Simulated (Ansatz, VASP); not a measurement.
## One calculation of Ag, two programs

The input POSCAR:

```
Ag
1.0
    2.9416526793      0.0000000000      0.0000000000
   -1.4708263396      2.5475459494      0.0000000000
    0.0000000000      0.0000000000      4.7327995506
Ag
2
Direct
    0.3333333333      0.6666666667      0.2500000000
    0.6666666667      0.3333333333      0.7500000000
```

Contents of INCAR.step1:

```
SYSTEM = Ag
  PREC = Accurate
  ENCUT = 520
  ISMEAR = -1
  SIGMA = 0.03
  LREAL = .False.
  LASPH = .True.
  NELM = 100
  NBANDS = 18
  GGA = PE
  ALGO = Normal
  EDIFF = 1E-4
  LWAVE = .True.
  LCHARG = .False.
```

INCAR.step2

```
SYSTEM = Ag
  PREC = Accurate
  ENCUT = 520
  EDIFF = 1E-8
  ISMEAR = -1
  SIGMA = 0.03
  LREAL = .False.
  LASPH = .True.
  NELM = 100
  ALGO = Normal
  ISIF = 2
  LWAVE = .False.
  LCHARG = .False.
  METAGGA = R2SCAN
  LMIXTAU = .True.
  LEFG = .True.
  NBANDS = 18
  ISTART = 1
```

The input KPOINTS:

```
Automatic mesh
0
Gamma
  13 13 7
  0 0 0
```

Input for Ansatz:

```yaml
crystal:
  lattice:
    - [2.9416526793, 0.0, 0.0]
    - [-1.4708263396, 2.5475459494, 0.0]
    - [0.0, 0.0, 4.7327995506]
  atoms:
    - { symbol: Ag, position: [0.3333333333, 0.6666666667, 0.25] }
    - { symbol: Ag, position: [0.6666666667, 0.3333333333, 0.75] }
kpoints:
  mp_grid: { grid: [13, 13, 7] }
scf:
  occupations: { method: fermi_dirac, width: 0.03 }
hamiltonian:
  xc: r2scan
  pseudopotentials: { kind: paw }
output:
  forces: true
  stress: true
  eigenvalues: true
  efg: { contact_densities: true }
```

Change from the starting cell: volume scaled by 1.02, PAW files.

Alike in both runs: task electric field gradients; functional r2SCAN; k mesh 13 × 13 × 7; occupations fermi-dirac, width 0.03 eV; no spin polarisation.

|  | VASP | Ansatz |
| --- | --- | --- |
| version | VASP 6.6.1 | Ansatz 0.2.0 |
| potentials or method | VASP PAW PBE potentials, release 64 (Ag) | PAW with Ansatz's default frozen-core files, scalar-relativistic |
| plane-wave cutoff (eV) | 520 | 500 |
| valence electrons in the cell | 22 | 38 |

```tsv
	VASP	Ansatz	Ansatz less VASP
pressure (GPa)	-2.3	-2.3	-0.09
largest component of the traceless stress (GPa)	2.10	2.08	-0.022
Vzz of the field gradient on the site that differs most (V/Å²)	-8.7	-7.9	+0.80
```

The two sets of potentials don't hold the same shells in valence. Ansatz warned: «gradients_without_spin_orbit».

Caveats: the PAW data sets were made with another functional, which shifts forces and pressure a little (VASP).
